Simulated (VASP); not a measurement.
# BaTiO3: O into a neighbouring O vacancy, part 4 of 7

How hard is this move in BaTiO3: O into a neighbouring O vacancy? Both ends are relaxed first, then a band of images between them. The start is a cell from a database of measured crystal structures.

VASP 6.6.1; PBEsol, no spin polarisation; plane waves and PAW (Ba_sv, Ti, O).

So far. Step 2 (Relax the host): The run ended after 3 ionic steps, 0.005 eV below its first step, once forces and stress met EDIFFG = -0.02. Step 3 (Relax the start): The run ended after 47 ionic steps, 2.014 eV below its first step, once the forces on the free atoms met EDIFFG = -0.05.

## (4) Relax the end

The end state is relaxed in the same way, so that both ends share their errors.

This cell carries charge +2, set by NELECT and balanced by a uniform background.

INCAR reads:

```
SYSTEM = Ba8Ti8O23
PREC = Normal
ENCUT = 400
EDIFF = 1E-05
NELM = 120
ISMEAR = 0
SIGMA = 0.05
LREAL = Auto
ALGO = Fast
GGA = PS
NELECT = 248
NBANDS = 156
LASPH = .TRUE.
LORBIT = 11
LWAVE = .FALSE.
LCHARG = .FALSE.
KPAR = 6
IBRION = 2
NSW = 60
ISIF = 2
EDIFFG = -0.05
POTIM = 0.4
MAXMIX = 40
ISYM = 0
```

POSCAR reads:

```
Ba8Ti8O23
1.0
    7.9821065776      0.0000000000      0.0000000000
    0.0000000000      7.9821065776      0.0000000000
    0.0000000000      0.0000000000      7.9821065776
Ba Ti O
8 8 23
Direct
    0.2511765518      0.2474095392      0.2516684554
    0.2538183843      0.2461797402      0.7438206056
    0.2515456540      0.7563840235      0.2474920785
    0.2468662514      0.7514757231      0.7478934844
    0.7487321004      0.2491277554      0.2513329867
    0.7489844727      0.2506962644      0.7495576775
    0.7478835885      0.7491986420      0.2476186746
    0.7500163240      0.7471840360      0.7472616392
    0.0036505697     -0.0001332586     -0.0001350571
    0.0012817078     -0.0010545011      0.4994273808
    0.0010652545      0.5007076223     -0.0029047388
    0.0020880267      0.4985206037      0.4973538841
    0.4977437659     -0.0009785521      0.0040773704
    0.4970545723      0.0004010868      0.4946434582
    0.4999960739      0.5022539574     -0.0005929846
    0.4984230856      0.5005800751      0.5017543032
    0.0016628632      0.0049422388      0.7505240909
   -0.0014843453      0.4996843460      0.2498183473
    0.0002724528      0.4999247622      0.7504358898
    0.4958135110      0.0020787218      0.2485599309
    0.4970605286      0.0015979520      0.7533006976
    0.5012353334      0.5004038015      0.2476642249
    0.5071950113      0.5022055797      0.7471453785
   -0.0019534641      0.0002179356      0.2461044591
    0.0004225211      0.2488497484      0.5030725488
    0.0024107788      0.7432065917      0.0001044902
   -0.0040527334      0.7527803137      0.5004212068
    0.5013740870      0.2473312190      0.0045813225
    0.5050615044      0.2473321052      0.5009341271
    0.4983129706      0.7499409431     -0.0031711854
    0.5046783277      0.7475716197      0.4992581311
    0.2512565178     -0.0016225308     -0.0005996222
    0.2485877416     -0.0003343998      0.4970670834
    0.2489025752      0.4994816082     -0.0008361853
    0.2501420426      0.4992656018      0.5018872497
    0.7491901989     -0.0003423898     -0.0016656789
    0.7486807622     -0.0031683185      0.5012998697
    0.7471373020      0.4981311791      0.0009001249
    0.7510086895      0.4989974708      0.4949405190
```

KPOINTS reads:

```
Automatic mesh
0
Gamma
2 2 2
0 0 0
```

PAW data sets: Ba_sv, Ti and O (PBE family, release 64).

Command:

```
mpirun -np 6 vasp_std
```

The program printed:

```text
[... set-up lines as in an earlier step ...]
 entering main loop
       N       E                     dE             d eps       ncg     rms          rms(c)
DAV:   1     0.271227097157E+04    0.27123E+04   -0.91440E+04  2552   0.126E+03
DAV:   2     0.216057908808E+03   -0.24962E+04   -0.22945E+04  2584   0.362E+02
DAV:   3    -0.368563509110E+03   -0.58462E+03   -0.56531E+03  2936   0.173E+02
DAV:   4    -0.412193000064E+03   -0.43629E+02   -0.43320E+02  3576   0.510E+01
DAV:   5    -0.414028832751E+03   -0.18358E+01   -0.18329E+01  3920   0.110E+01BRMIX: very serious problems
 the old and the new charge density differ
 old charge density:   250.00000 new  248.00012
BRMIX: very serious problems
 the old and the new charge density differ
 old charge density:   250.00000 new  248.00012
BRMIX: very serious problems
 the old and the new charge density differ
 old charge density:   250.00000 new  248.00012
BRMIX: very serious problems
 the old and the new charge density differ
 old charge density:   250.00000 new  248.00012
BRMIX: very serious problems
 the old and the new charge density differ
 old charge density:   250.00000 new  248.00012
BRMIX: very serious problems
 the old and the new charge density differ
 old charge density:   250.00000 new  248.00012
    0.803E+01
RMM:   6    -0.328421046605E+03    0.85608E+02   -0.36983E+02  2562   0.427E+01    0.185E+01
RMM:   7    -0.330136700619E+03   -0.17157E+01   -0.49385E+01  2677   0.191E+01    0.236E+01
RMM:   8    -0.331359836199E+03   -0.12231E+01   -0.16541E+01  3189   0.657E+00    0.199E+01
RMM:   9    -0.361536631587E+03   -0.30177E+02   -0.15438E+02  3440   0.283E+01    0.460E+01
RMM:  10    -0.338599306962E+03    0.22937E+02   -0.17487E+01  2645   0.993E+00    0.241E+01
RMM:  11    -0.331327565193E+03    0.72717E+01   -0.15102E+01  2668   0.759E+00    0.120E+01
RMM:  12    -0.330306422736E+03    0.10211E+01   -0.27910E+00  2752   0.327E+00    0.783E+00
RMM:  13    -0.330267973226E+03    0.38450E-01   -0.62896E-01  3365   0.145E+00    0.706E+00
RMM:  14    -0.329993013717E+03    0.27496E+00   -0.28731E-01  3047   0.112E+00    0.507E+00
RMM:  15    -0.329714653756E+03    0.27836E+00   -0.10478E+00  3080   0.181E+00    0.139E+00
RMM:  16    -0.329706174124E+03    0.84796E-02   -0.14155E-01  3384   0.691E-01    0.660E-01
RMM:  17    -0.329707511227E+03   -0.13371E-02   -0.24610E-02  3904   0.277E-01    0.562E-01
RMM:  18    -0.329710757132E+03   -0.32459E-02   -0.66333E-03  3418   0.149E-01    0.639E-01
RMM:  19    -0.329708251205E+03    0.25059E-02   -0.45982E-03  3341   0.129E-01    0.409E-01
RMM:  20    -0.329707435461E+03    0.81574E-03   -0.44015E-03  3479   0.993E-02    0.263E-01
RMM:  21    -0.329707284430E+03    0.15103E-03   -0.14291E-03  3552   0.577E-02    0.220E-01
RMM:  22    -0.329707055313E+03    0.22912E-03   -0.11061E-03  3257   0.505E-02    0.156E-01
RMM:  23    -0.329707088934E+03   -0.33620E-04   -0.36059E-04  2839   0.259E-02    0.152E-01
RMM:  24    -0.329707015787E+03    0.73147E-04   -0.28287E-04  2711   0.243E-02    0.123E-01
RMM:  25    -0.329706867350E+03    0.14844E-03   -0.47293E-04  3229   0.405E-02    0.634E-02
RMM:  26    -0.329706873348E+03   -0.59974E-05   -0.69512E-04  3493   0.494E-02    0.449E-02
RMM:  27    -0.329706936575E+03   -0.63228E-04   -0.22774E-04  3015   0.248E-02    0.744E-02
RMM:  28    -0.329707002977E+03   -0.66402E-04   -0.11220E-04  2648   0.205E-02    0.958E-02
RMM:  29    -0.329707041527E+03   -0.38550E-04   -0.63220E-05  2237   0.145E-02    0.109E-01
RMM:  30    -0.329707070190E+03   -0.28664E-04   -0.30017E-05  1884   0.113E-02    0.119E-01
RMM:  31    -0.329707096277E+03   -0.26087E-04   -0.23143E-05  1738   0.942E-03    0.127E-01
RMM:  32    -0.329707064625E+03    0.31652E-04   -0.89022E-06  1578   0.675E-03    0.120E-01
RMM:  33    -0.329707131160E+03   -0.66536E-04   -0.28442E-05  1713   0.105E-02    0.138E-01
RMM:  34    -0.329707070153E+03    0.61008E-04   -0.11767E-05  1547   0.929E-03    0.125E-01
RMM:  35    -0.329707054021E+03    0.16131E-04   -0.59362E-06  1443   0.541E-03    0.120E-01
RMM:  36    -0.329706977013E+03    0.77009E-04   -0.63720E-05  2054   0.162E-02    0.936E-02
RMM:  37    -0.329706962525E+03    0.14487E-04   -0.94338E-06  1500   0.891E-03    0.868E-02
RMM:  38    -0.329706961343E+03    0.11823E-05   -0.34415E-06  1442   0.534E-03
   1 F= -.32970696E+03 E0= -.32970696E+03  d E =-.329707E+03
 curvature:   0.00 expect dE= 0.000E+00 dE for cont linesearch  0.000E+00
 trial: gam= 0.00000 g(F)=  0.308E+01 g(S)=  0.000E+00 ort = 0.000E+00 (trialstep = 0.100E+01)
 search vector abs. value=  0.308E+01
 bond charge predicted
       N       E                     dE             d eps       ncg     rms          rms(c)
DAV:   1    -0.330818931085E+03   -0.11120E+01   -0.24411E+02  2688   0.398E+01    0.773E+00
RMM:   2    -0.334111633610E+03   -0.32927E+01   -0.13045E+01  2509   0.102E+01    0.151E+01
RMM:   3    -0.331570664877E+03    0.25410E+01   -0.77880E+00  2509   0.813E+00    0.117E+01
RMM:   4    -0.331734479396E+03   -0.16381E+00   -0.16258E+00  2578   0.277E+00    0.103E+01
RMM:   5    -0.332788871094E+03   -0.10544E+01   -0.32506E+00  2883   0.390E+00    0.819E+00
RMM:   6    -0.343124982345E+03   -0.10336E+02   -0.51935E+01  4194   0.143E+01    0.261E+01
RMM:   7    -0.337562062581E+03    0.55629E+01   -0.44488E+00  2814   0.469E+00    0.198E+01
RMM:   8    -0.335379068798E+03    0.21830E+01   -0.21576E+00  2638   0.318E+00    0.160E+01
RMM:   9    -0.336094999793E+03   -0.71593E+00   -0.37031E-01  2552   0.198E+00    0.187E+01
RMM:  10    -0.335327643497E+03    0.76736E+00   -0.25813E-01  2711   0.127E+00    0.181E+01
RMM:  11    -0.333046155611E+03    0.22815E+01   -0.30614E+00  3780   0.309E+00    0.138E+01
RMM:  12    -0.333280931518E+03   -0.23478E+00   -0.12862E-01  2729   0.894E-01    0.147E+01
RMM:  13    -0.332894467728E+03    0.38646E+00   -0.13161E-01  3090   0.663E-01    0.140E+01
RMM:  14    -0.334051545425E+03   -0.11571E+01   -0.10586E+00  3912   0.235E+00    0.189E+01
RMM:  15    -0.333786773140E+03    0.26477E+00   -0.27164E-02  2535   0.432E-01    0.183E+01
RMM:  16    -0.333552461044E+03    0.23431E+00   -0.57581E-02  2856   0.558E-01    0.171E+01
RMM:  17    -0.333928795726E+03   -0.37633E+00   -0.49064E-02  2772   0.499E-01    0.173E+01
RMM:  18    -0.334148266781E+03   -0.21947E+00   -0.39542E-02  2671   0.385E-01    0.177E+01
RMM:  19    -0.335249707031E+03   -0.11014E+01   -0.46140E-01  4146   0.126E+00    0.199E+01
RMM:  20    -0.335142881186E+03    0.10683E+00   -0.17635E-02  2942   0.249E-01    0.198E+01
RMM:  21    -0.335032130870E+03    0.11075E+00   -0.49022E-03  2981   0.143E-01    0.196E+01
RMM:  22    -0.334431205708E+03    0.60093E+00   -0.15078E-01  4345   0.743E-01    0.184E+01
RMM:  23    -0.334462048417E+03   -0.30843E-01   -0.21861E-03  2795   0.878E-02    0.184E+01
RMM:  24    -0.331532019567E+03    0.29300E+01   -0.31712E+01  4480   0.109E+01    0.497E+00
RMM:  25    -0.331538017517E+03   -0.59980E-02   -0.73693E-01  4440   0.127E+00    0.509E+00
RMM:  26    -0.331594900686E+03   -0.56883E-01   -0.18441E-01  4124   0.528E-01    0.543E+00
RMM:  27    -0.331616493185E+03   -0.21592E-01   -0.63025E-02  3808   0.272E-01    0.556E+00
RMM:  28    -0.331578559873E+03    0.37933E-01   -0.25469E-02  3635   0.225E-01    0.534E+00
RMM:  29    -0.331903384492E+03   -0.32482E+00   -0.44591E-01  4477   0.142E+00    0.672E+00
RMM:  30    -0.331690145510E+03    0.21324E+00   -0.23056E-01  4478   0.107E+00    0.552E+00
[...]
RMM:  34    -0.331303228668E+03    0.50012E-01   -0.54839E-02  4292   0.460E-01    0.148E+00
RMM:  35    -0.331306508459E+03   -0.32798E-02   -0.40287E-03  3230   0.131E-01    0.150E+00
RMM:  36    -0.331309981986E+03   -0.34735E-02   -0.47843E-03  3331   0.134E-01    0.152E+00
RMM:  37    -0.331292469170E+03    0.17513E-01   -0.11157E-02  3571   0.205E-01    0.115E+00
RMM:  38    -0.331285757132E+03    0.67120E-02   -0.55164E-03  3441   0.130E-01    0.952E-01
RMM:  39    -0.331272253602E+03    0.13504E-01   -0.71726E-02  4349   0.491E-01    0.133E-01
RMM:  40    -0.331272957881E+03   -0.70428E-03   -0.72182E-03  3411   0.120E-01    0.228E-01
RMM:  41    -0.331272883326E+03    0.74555E-04   -0.79450E-04  3059   0.501E-02    0.167E-01
RMM:  42    -0.331272648196E+03    0.23513E-03   -0.60970E-04  2898   0.463E-02    0.845E-02
RMM:  43    -0.331272584072E+03    0.64125E-04   -0.50198E-04  2836   0.396E-02    0.418E-02
RMM:  44    -0.331272582225E+03    0.18461E-05   -0.19277E-04  2946   0.242E-02    0.144E-02
RMM:  45    -0.331272585789E+03   -0.35634E-05   -0.40090E-05  1971   0.115E-02
   2 F= -.33127259E+03 E0= -.33127259E+03  d E =-.156562E+01
[... from here on, the cycles between the ionic steps are left out ...]
   3 F= -.33127651E+03 E0= -.33127651E+03  d E =-.156955E+01
   4 F= -.33136162E+03 E0= -.33136162E+03  d E =-.851013E-01
   5 F= -.33136585E+03 E0= -.33136585E+03  d E =-.893355E-01
   6 F= -.33144295E+03 E0= -.33144295E+03  d E =-.770988E-01
   7 F= -.33144665E+03 E0= -.33144665E+03  d E =-.808036E-01
   8 F= -.33147539E+03 E0= -.33147539E+03  d E =-.287378E-01
   9 F= -.33147598E+03 E0= -.33147598E+03  d E =-.293254E-01
  10 F= -.33148461E+03 E0= -.33148461E+03  d E =-.863449E-02
  11 F= -.33148541E+03 E0= -.33148541E+03  d E =-.943134E-02
  12 F= -.33149218E+03 E0= -.33149218E+03  d E =-.677186E-02
  13 F= -.33149474E+03 E0= -.33149474E+03  d E =-.933373E-02
  14 F= -.33150099E+03 E0= -.33150099E+03  d E =-.624238E-02
  15 F= -.33150460E+03 E0= -.33150460E+03  d E =-.985399E-02
  16 F= -.33150960E+03 E0= -.33150960E+03  d E =-.500023E-02
  17 F= -.33151404E+03 E0= -.33151404E+03  d E =-.944384E-02
  18 F= -.33151740E+03 E0= -.33151740E+03  d E =-.336188E-02
  19 F= -.33151915E+03 E0= -.33151915E+03  d E =-.510547E-02
  20 F= -.33152149E+03 E0= -.33152149E+03  d E =-.234204E-02
  21 F= -.33152262E+03 E0= -.33152262E+03  d E =-.347522E-02
  22 F= -.33152412E+03 E0= -.33152412E+03  d E =-.149284E-02
  23 F= -.33152493E+03 E0= -.33152493E+03  d E =-.230289E-02
 curvature:  -1.43 expect dE=-0.313E-02 dE for cont linesearch -0.366E-06
 trial: gam= 0.70900 g(F)=  0.218E-02 g(S)=  0.000E+00 ort = 0.372E-04 (trialstep = 0.823E+00)
 search vector abs. value=  0.495E-02
 bond charge predicted
       N       E                     dE             d eps       ncg     rms          rms(c)
DAV:   1    -0.331525503382E+03   -0.57488E-03   -0.39726E-01  2496   0.167E+00    0.159E-01
RMM:   2    -0.331526221794E+03   -0.71841E-03   -0.10225E-02  2496   0.334E-01    0.159E-01
RMM:   3    -0.331526378132E+03   -0.15634E-03   -0.22722E-03  2661   0.131E-01    0.860E-02
RMM:   4    -0.331526390470E+03   -0.12339E-04   -0.49497E-04  3002   0.557E-02    0.902E-02
RMM:   5    -0.331526380664E+03    0.98066E-05   -0.14797E-04  2597   0.303E-02    0.566E-02
RMM:   6    -0.331526376255E+03    0.44084E-05   -0.49070E-05  1977   0.166E-02
  24 F= -.33152638E+03 E0= -.33152638E+03  d E =-.145103E-02
 trial-energy change:   -0.001451  1 .order   -0.001388   -0.001816   -0.000959
 step:   1.3558(harm=  1.7445)  dis= 0.00525  next Energy=  -331.526704 (dE=-0.178E-02)
 reached required accuracy - stopping structural energy minimisation
```

Run time: 12 min. Hardware: 6 MPI ranks of Intel Xeon 6975P-C (Granite Rapids), shared host; peak memory 2.9 GiB.

(Continued in part 5 of 7.)

[Lines on the potential files, build, host, timing and source positions are cut from VASP's logs without a mark.]

[Logs are printed without paths, hosts, clocks, repeated set-up lines and the standing remarks that a program may print on its own settings, such as how far it seeks lower states.]

[Hosts, paths, dates, database ids (printed as entryN), source tags and the programs' standing remarks are cut or masked in the printed files.]

[Runs that stopped without an error message from VASP are left out.]
